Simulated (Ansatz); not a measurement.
MoSe2: single point with PBE

Crystal: MoSe2.

```
Mo Se
1.0
     3.28800    0.00000    0.00000
    -1.64400    2.84749    0.00000
     0.00000    0.00000   12.90000
Mo Se
2 4
Direct
  0.66667 0.33333 0.75000
  0.33333 0.66667 0.25000
  0.66667 0.33333 0.37500
  0.33333 0.66667 0.87500
  0.66667 0.33333 0.12500
  0.33333 0.66667 0.62500
```

```
Program             : Ansatz 0.2.0
Task                : single point
Functional          : PBE
Potentials or basis : Ansatz PAW
Cutoff              : 420 eV (not typed: the program's choice for these potentials)
k mesh              : 9 × 9 × 2
Occupations         : fermi-dirac, width 0.05 eV
Spin                : no spin polarisation
```

| Quantity | Value |
| --- | --- |
| Pressure | 8.0 GPa |
| Largest force | 1.102 eV/Å |
| Band gap on the k mesh | 0.89 eV, indirect (least direct gap 1.38 eV) |

Forces in eV/Å, atoms in the order of the input:
```
Mo   0.000  0.000  0.000
Mo   0.000  0.000  0.000
Se   0.000  0.000  1.102
Se   0.000  0.000  1.102
Se   0.000  0.000 -1.102
Se   0.000  0.000 -1.102
```

Stress tensor (GPa, compression positive):
```
 6.23  0.00  0.00
 0.00  6.23  0.00
 0.00  0.00 11.65
```

Levels at points of the mesh, in eV from the valence-band top:
```tsv
k point	band 44	band 45	band 46	band 47	band 48	band 49
(0.00, 0.00, 0.00)	-1.08	-0.88	0.00	2.41	2.41	2.46
(0.00, 0.00, -0.50)	-1.85	-0.20	-0.20	2.43	2.43	2.43
```

Wall time 4 s on 2 threads of Intel(R) Xeon(R) Processor @ 2.70GHz (shared host), peak memory 0.5 GiB.

Caveat: odd divisions of the mesh miss points on the zone boundary, where band edges often lie, so the gap on the mesh can be too wide; the cell's inner coordinates are idealised or old, which leaves forces on the atoms; this functional lacks dispersion, which binds the layers, so the pressure and a relaxed spacing across them are unreliable. A k mesh can miss the band edges.
